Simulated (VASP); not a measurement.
# Sb (R-3m) in VASP: settings compared, part 2 of 3

VASP 6.6.1. Earlier steps stand in the parts before.

## (3) Phonons, PBE, target pressure 6.5 GPa, at which the enthalpy is minimised

This run uses another cell than the first one, of 27.87 Å³/atom, 0.936 times its volume.

File POSCAR:

```
Sb
1.0
    2.1322776950      1.2310711013      3.5391599932
   -2.1322776950      1.2310711013      3.5391599932
    0.0000000000     -2.4621422025      3.5391599931
  Sb
     2
Direct
     0.2398506349710219    0.2398506349710219    0.2398506349710224
     0.7601493650289781    0.7601493650289781    0.7601493650289778
```

File INCAR.step1:

```
  PREC = Accurate
  ENCUT = 600
  EDIFF = 1E-8
  ISMEAR = 1
  SIGMA = 0.2
  LREAL = False
  LASPH = True
  NELM = 80
  ALGO = Normal
  ISIF = 3
  LWAVE = False
  LCHARG = False
  GGA = PE
  PSTRESS = 65.0
  KPAR = 2
  IBRION = 2
  NSW = 40
  EDIFFG = -0.002
```

File INCAR.step2:

```
  PREC = Accurate
  ENCUT = 600
  EDIFF = 1E-8
  ISMEAR = 1
  SIGMA = 0.2
  LREAL = False
  LASPH = True
  NELM = 80
  ALGO = Normal
  ISIF = 2
  LWAVE = False
  LCHARG = False
  GGA = PE
  PSTRESS = 65.0
  KPAR = 2
  IBRION = 6
  NFREE = 2
  POTIM = 0.015
  NSW = 1
```

File KPOINTS:

```
Automatic mesh
0
Gamma
  19 19 19
```

Potentials or basis: VASP PAW PBE potentials, release 64 (Sb).

Started as:

```sh
> cat potpaw_PBE.64/Sb/POTCAR > POTCAR
> cp INCAR.step1 INCAR
> mpirun -np 2 vasp_std > vasp.out
> cp CONTCAR POSCAR
> cp INCAR.step2 INCAR
> mpirun -np 2 vasp_std > vasp.out
```

OUTCAR:

```text
PREC = Accurate
   ENCUT = 600
   EDIFF = 1E-8
   ISMEAR = 1
   LREAL = False
   LASPH = True
   NELM = 80
   ISIF = 2
   GGA = PE
   PSTRESS = 65.0
   IBRION = 6
   NFREE = 2
   POTIM = 0.015
   NSW = 1

 ion  position               nearest neighbor table
   1  0.241  0.241  0.241-   2 2.92   2 2.92   2 2.92   2 3.15   2 3.15   2 3.15
   2  0.759  0.759  0.759-   1 2.92   1 2.92   1 2.92   1 3.15   1 3.15   1 3.15

  LATTYP: Found a trigonal (rhomboedric) cell.
 ALAT       =     4.3065509574
[... 692 lines left out ...]
  y    -0.31914     0.31914     0.00000     0.00000     1.89810     0.00000
  z     3.46885     3.46885     4.76163     0.00000     0.00000     0.00000

 Eigenvectors and eigenvalues of the dynamical matrix
 ----------------------------------------------------

   1 f  =    3.516831 THz    22.096901 2PiTHz  117.308858 cm-1    14.544438 meV
             X         Y         Z           dx          dy          dz
      0.000000  0.000000  2.553868     0.000000   -0.000000   -0.707107
      0.000000  0.000000  8.053304    -0.000000    0.000000    0.707107
[... 11 lines left out ...]
   4 f  =    0.000000 THz     0.000000 2PiTHz    0.000001 cm-1     0.000000 meV
             X         Y         Z           dx          dy          dz
      0.000000  0.000000  2.553868    -0.000000    0.396485    0.585491
      0.000000  0.000000  8.053304    -0.000000    0.396485    0.585491

   5 f/i=    0.000000 THz     0.000000 2PiTHz    0.000001 cm-1     0.000000 meV
             X         Y         Z           dx          dy          dz
      0.000000  0.000000  2.553868     0.707107    0.000000    0.000000
      0.000000  0.000000  8.053304     0.707107    0.000000    0.000000

   6 f/i=    0.000000 THz     0.000000 2PiTHz    0.000001 cm-1     0.000000 meV
             X         Y         Z           dx          dy          dz
      0.000000  0.000000  2.553868    -0.000000   -0.585491    0.396485
      0.000000  0.000000  8.053304    -0.000000   -0.585491    0.396485

 ELASTIC MODULI CONTR FROM IONIC RELAXATION (kBar)
 Direction    XX          YY          ZZ          XY          YZ          ZX
 --------------------------------------------------------------------------------
 XX        -115.3277   -110.0661   -154.6971     -0.0000     15.6469      0.0000
 YY        -110.0661   -115.3277   -154.6971      0.0000    -15.6469     -0.0000
 ZZ        -154.6971   -154.6971   -212.3500      0.0000     -0.0000     -0.0000
 XY          -0.0000      0.0000      0.0000     -2.6308      0.0000     15.6469
 YZ          15.6469    -15.6469     -0.0000      0.0000    -93.0616     -0.0000
 ZX           0.0000     -0.0000     -0.0000     15.6469     -0.0000    -93.0616
 --------------------------------------------------------------------------------
```

OUTCAR.step1:

```text
PREC = Accurate
   ENCUT = 600
   EDIFF = 1E-8
   ISMEAR = 1
   LREAL = False
   LASPH = True
   NELM = 80
[... 701 lines left out ...]
  --------------------------------------------------------------------------------------
  -------------------------------------------------------------------------------------
  Total        2.2555011      2.2555011      2.2558787      0.0000000      0.0000000      0.0000000
  in kB       65.0765438     65.0765438     65.0874394      0.0000000      0.0000000      0.0000000
  external PRESSURE =       0.0801757 kB  Pullay stress =      65.0000000 kB
[... 21 lines left out ...]
  energy  without entropy=       -8.1339502718  energy(sigma->0) =       -8.13267596

  enthalpy is  TOTEN    =        -5.8791906569 eV   P V=        2.2528481534

 reached required accuracy - stopping structural energy minimisation
```

OSZICAR.step1:

```text
N       E                     dE             d eps       ncg     rms          rms(c)
DAV:   1     0.423177338357E+02    0.42318E+02   -0.40350E+03 12060   0.987E+02
DAV:   2    -0.636668313172E+01   -0.48684E+02   -0.47732E+02 16886   0.133E+02
DAV:   3    -0.812319719501E+01   -0.17565E+01   -0.17148E+01 14632   0.303E+01
[... 98 lines left out ...]
       N       E                     dE             d eps       ncg     rms          rms(c)
DAV:   1    -0.813203929087E+01   -0.28636E-03   -0.76717E-06 13079   0.158E-02    0.230E-03
DAV:   2    -0.813203906392E+01    0.22695E-06   -0.16519E-07 12946   0.315E-03    0.130E-03
DAV:   3    -0.813203881045E+01    0.25347E-06   -0.14594E-07 12568   0.206E-03    0.370E-04
DAV:   4    -0.813203881030E+01    0.14234E-09   -0.19239E-09  6210   0.405E-04
  13 F= -.58791907E+01 E0= -.58798278E+01  d E =-.678854E-06
```

Wall time 19 min (2 MPI ranks of Intel Xeon 6975P-C (Granite Rapids), shared host); peak memory 2.9 GiB.

Results:

```
Relaxed volume                         : 27.77 Å³/atom
Relaxed cell                           : a = 4.307 Å, b = 4.307 Å, c = 4.307 Å, α = 59.26°, β = 59.26°, γ = 59.26°
Space group after relaxing (to 0.05 Å) : R-3m (No. 166)
Highest phonon frequency at Γ          : 117 cm⁻¹
```

Step by step:
```csv
step,energy change (eV),largest force (eV/Å),pressure (GPa),volume (Å³)
1,0.0000,0.0511,6.42,55.74
2,0.0044,0.0409,6.53,55.63
3,0.0093,0.0305,6.66,55.50
4,0.0056,0.0078,6.48,55.59
5,0.0052,0.0054,6.46,55.60
6,0.0062,0.0027,6.47,55.58
7,0.0073,0.0002,6.49,55.55
8,0.0094,0.0058,6.53,55.50
9,0.0079,0.0018,6.50,55.53
10,0.0077,0.0016,6.50,55.54
11,0.0075,0.0012,6.49,55.54
12,0.0083,0.0008,6.52,55.52
13,0.0080,0.0000,6.51,55.53
```

Final structure:
```
Sb
1.0
     2.12927    1.22933    3.53572
    -2.12927    1.22933    3.53572
     0.00000   -2.45867    3.53572
Sb
2
Cartesian
  0.0000 0.0000 2.5539
  0.0000 0.0000 8.0533
```

Phonon frequencies in cm⁻¹ (negative: imaginary):
| q point | frequencies |
| --- | --- |
| (0.000, 0.000, 0.000) | 0 0 0 71 71 117 |

## (4) Phonons, r2SCAN, target pressure 1 GPa, at which the enthalpy is minimised

This run uses another cell than the first one, of 30.60 Å³/atom, 1.028 times its volume.

File POSCAR:

```
Sb
1.0
    2.1640430068      1.2494108125      3.7724488282
   -2.1640430068      1.2494108125      3.7724488282
    0.0000000000     -2.4988216251      3.7724488282
  Sb
     2
Direct
     0.2334964961857245    0.2334964961857245    0.2334964961857245
     0.7665035038142755    0.7665035038142755    0.7665035038142755
```

File INCAR.step1:

```
SYSTEM = Sb
  PREC = Accurate
  ENCUT = 600
  EDIFF = 1E-8
  ISMEAR = 1
  SIGMA = 0.2
  LREAL = .False.
  LASPH = .True.
  NELM = 80
  ALGO = Normal
  ISIF = 3
  LWAVE = .False.
  LCHARG = .False.
  METAGGA = R2SCAN
  LMIXTAU = .True.
  PSTRESS = 10.0
  KPAR = 2
  IBRION = 2
  NSW = 40
  EDIFFG = -0.002
```

File INCAR.step2:

```
SYSTEM = Sb
  PREC = Accurate
  ENCUT = 600
  EDIFF = 1E-8
  ISMEAR = 1
  SIGMA = 0.2
  LREAL = .False.
  LASPH = .True.
  NELM = 80
  ALGO = Normal
  ISIF = 2
  LWAVE = .False.
  LCHARG = .False.
  METAGGA = R2SCAN
  LMIXTAU = .True.
  PSTRESS = 10.0
  KPAR = 2
  IBRION = 6
  NFREE = 2
  POTIM = 0.015
  NSW = 1
```

File KPOINTS:

```
Automatic mesh
0
Gamma
  19 19 19
  0 0 0
```

Potentials or basis: VASP PAW PBE potentials, release 64 (Sb).

Started as:

```sh
> cat potpaw_PBE.64/Sb/POTCAR > POTCAR
> cp INCAR.step1 INCAR
> mpirun -np 2 vasp_std > vasp.out
> cp CONTCAR POSCAR
> cp INCAR.step2 INCAR
> mpirun -np 2 vasp_std > vasp.out
```

OUTCAR:

```text
SYSTEM = Sb
   PREC = Accurate
   ENCUT = 600
   EDIFF = 1E-8
   ISMEAR = 1
   LREAL = .False.
   LASPH = .True.
   NELM = 80
   ISIF = 2
   METAGGA = R2SCAN
   PSTRESS = 10.0
   IBRION = 6
   NFREE = 2
   POTIM = 0.015
   NSW = 1

 ion  position               nearest neighbor table
   1  0.234  0.234  0.234-   2 2.92   2 2.92   2 2.92   2 3.36   2 3.36   2 3.36
   2  0.766  0.766  0.766-   1 2.92   1 2.92   1 2.92   1 3.36   1 3.36   1 3.36

  LATTYP: Found a trigonal (rhomboedric) cell.
 ALAT       =     4.5202055882
 COS(alpha) =     0.5416173325

  Lattice vectors:

 A1 = (   2.1640001364,   1.2493860613,   3.7667487890)
 A2 = (  -2.1640001364,   1.2493860613,   3.7667487890)
 A3 = (   0.0000000000,  -2.4987721227,   3.7667487890)

Analysis of symmetry for initial positions (statically):
=====================================================================
 Subroutine PRICEL returns:
 Original cell was already a primitive cell.

 Routine SETGRP: Setting up the symmetry group for a
 trigonal (rhombohedral) supercell.

 Subroutine GETGRP returns: Found 12 space group operations
 (whereof 12 operations were pure point group operations)
 out of a pool of 12 trial point group operations.

The static configuration has the point symmetry D_3d.

Analysis of symmetry for dynamics (positions and initial velocities):
=====================================================================
 Subroutine PRICEL returns:
 Original cell was already a primitive cell.

[... 334 lines left out ...]
      6       9.2012     -0.00000
      7       9.8712     -0.00000
      8       9.8712     -0.00000
      9      12.5306      0.00000
[... 265 lines left out ...]
 k-point    24 :      -0.2632    0.0526    0.0000
  band No.  band energies     occupation
      1      -5.2253      2.00000
      2      -0.5794      2.00000
      3       4.5422      2.00000
      4       5.2841      2.00000
      5       6.0606      2.00000
      6       7.9451     -0.00000
      7       8.0652     -0.00000
      8       9.1685     -0.00000
      9      12.4018      0.00000

 [... further k-points ...]

------------------------ aborting loop because EDIFF is reached ----------------------------------------

  FORCE on cell =-STRESS in cart. coord.  units (eV):
  Direction    XX          YY          ZZ          XY          YZ          ZX
  --------------------------------------------------------------------------------------
  -------------------------------------------------------------------------------------
  Total        0.4465559      0.4465559      0.4989509     -0.0000000     -0.0000000      0.0000000
  in kB       11.7088593     11.7088593     13.0826752     -0.0000000     -0.0000000      0.0000000
  external PRESSURE =       2.1667979 kB  Pullay stress =      10.0000000 kB
[... 21 lines left out ...]
  energy  without entropy=      -51.3862223070  energy(sigma->0) =      -51.38486441

  enthalpy is  TOTEN    =       -51.0028025234 eV   P V=        0.3813829429

 INTERNAL STRAIN TENSORS FROM DISPLACED ATOMS
 ============================================

 INTERNAL STRAIN TENSOR FOR ION    1 for displacements in x,y,z  (eV/Angst):
          X           Y           Z          XY          YZ          ZX
  --------------------------------------------------------------------------------
  x    -0.00000     0.00000    -0.00000     0.90365    -0.00000    -4.76691
  y     0.90365    -0.90365     0.00000     0.00000    -4.76692    -0.00000
  z    -4.21473    -4.21473    -7.89475     0.00000     0.00000     0.00000

 INTERNAL STRAIN TENSOR FOR ION    2 for displacements in x,y,z  (eV/Angst):
          X           Y           Z          XY          YZ          ZX
  --------------------------------------------------------------------------------
  x     0.00000     0.00000     0.00000    -0.90365     0.00000     4.76691
  y    -0.90365     0.90365    -0.00000     0.00000     4.76692     0.00000
  z     4.21473     4.21473     7.89475    -0.00000    -0.00000     0.00000

 Eigenvectors and eigenvalues of the dynamical matrix
 ----------------------------------------------------

   1 f  =    4.635013 THz    29.122645 2PiTHz  154.607388 cm-1    19.168864 meV
             X         Y         Z           dx          dy          dz
      0.000000 -0.000000  2.641554    -0.000000   -0.000000    0.707107
      0.000000 -0.000000  8.658693     0.000000    0.000000   -0.707107
[... 11 lines left out ...]
   4 f  =    0.000000 THz     0.000000 2PiTHz    0.000001 cm-1     0.000000 meV
             X         Y         Z           dx          dy          dz
      0.000000 -0.000000  2.641554    -0.575957    0.402822   -0.077514
      0.000000 -0.000000  8.658693    -0.575957    0.402822   -0.077514

   5 f/i=    0.000000 THz     0.000000 2PiTHz    0.000001 cm-1     0.000000 meV
             X         Y         Z           dx          dy          dz
      0.000000 -0.000000  2.641554    -0.403941   -0.533660    0.228119
      0.000000 -0.000000  8.658693    -0.403941   -0.533660    0.228119

   6 f/i=    0.000000 THz     0.000000 2PiTHz    0.000001 cm-1     0.000000 meV
             X         Y         Z           dx          dy          dz
      0.000000 -0.000000  2.641554    -0.071453   -0.230090   -0.664796
      0.000000 -0.000000  8.658693    -0.071453   -0.230090   -0.664796

 ELASTIC MODULI CONTR FROM IONIC RELAXATION (kBar)
 Direction    XX          YY          ZZ          XY          YZ          ZX
 --------------------------------------------------------------------------------
 XX         -96.0243    -78.0640   -163.0452     -0.0000     47.3717      0.0000
 YY         -78.0640    -96.0243   -163.0452      0.0000    -47.3717     -0.0000
 ZZ        -163.0452   -163.0452   -305.4053      0.0000      0.0000     -0.0000
 XY          -0.0000      0.0000      0.0000     -8.9801      0.0000     47.3716
 YZ          47.3717    -47.3717      0.0000      0.0000   -249.8941     -0.0000
 ZX           0.0000     -0.0000     -0.0000     47.3716     -0.0000   -249.8928
 --------------------------------------------------------------------------------
```

OSZICAR.step1:

```text
N       E                     dE             d eps       ncg     rms          rms(c)
DAV:   1    -0.366430271850E+00   -0.36643E+00   -0.41367E+03 12060   0.102E+03
DAV:   2    -0.507220390854E+02   -0.50356E+02   -0.49321E+02 16989   0.135E+02
DAV:   3    -0.525997702025E+02   -0.18777E+01   -0.18321E+01 14857   0.318E+01
[... 78 lines left out ...]
DAV:   3    -0.513847851091E+02   -0.32757E-06   -0.60385E-06 13877   0.178E-02    0.159E-03
DAV:   4    -0.513847852401E+02   -0.13100E-06   -0.49164E-07 12815   0.567E-03    0.934E-04
DAV:   5    -0.513847852545E+02   -0.14416E-07   -0.30717E-07 12254   0.462E-03    0.469E-04
DAV:   6    -0.513847854319E+02   -0.17746E-06   -0.87897E-08 12199   0.266E-03    0.135E-04
DAV:   7    -0.513847854272E+02    0.46834E-08   -0.42971E-09  6123   0.796E-04
   8 F= -.51003402E+02 E0= -.51004148E+02  d E =-.883389E-05
```

Run time: 1.9 h. Hardware: 2 MPI ranks of Intel Xeon Platinum 8488C (Sapphire Rapids), shared host; peak memory 3.1 GiB.

Results:

```yaml
Relaxed_volume: 30.55 Å³/atom
Relaxed_cell: a = 4.520 Å, b = 4.520 Å, c = 4.520 Å, α = 57.21°, β = 57.21°, γ = 57.21°
Space_group_after_relaxing_to_0.05_Å: R-3m (No. 166)
Highest_phonon_frequency_at_Γ: 155 cm⁻¹
```

Step by step:
```csv
step,energy change (eV),largest force (eV/Å),pressure (GPa),volume (Å³)
1,0.0000,0.0200,1.01,61.20
2,-0.0001,0.0085,0.97,61.21
3,-0.0001,0.0018,0.95,61.21
4,0.0003,0.0007,0.99,61.15
5,0.0004,0.0005,1.00,61.13
6,0.0004,0.0005,1.01,61.13
7,0.0004,0.0002,1.00,61.12
8,0.0005,0.0002,1.00,61.10
```

Final structure:
```
CELL_PARAMETERS angstrom
2.16400 1.24939 3.76675
-2.16400 1.24939 3.76675
0.00000 -2.49877 3.76675
ATOMIC_POSITIONS crystal
Sb 0.23376 0.23376 0.23376
Sb 0.76624 0.76624 0.76624
```

Phonon frequencies in cm⁻¹ (negative: imaginary):
```
              q point        frequencies
(0.000, 0.000, 0.000)  0 0 0 103 103 155
```

Caveat: the PAW data sets were made with another functional, which shifts forces and pressure a little. The run has no spin-orbit coupling, so splittings on Sb are missing.

(Part 2 of 3 ends here.)
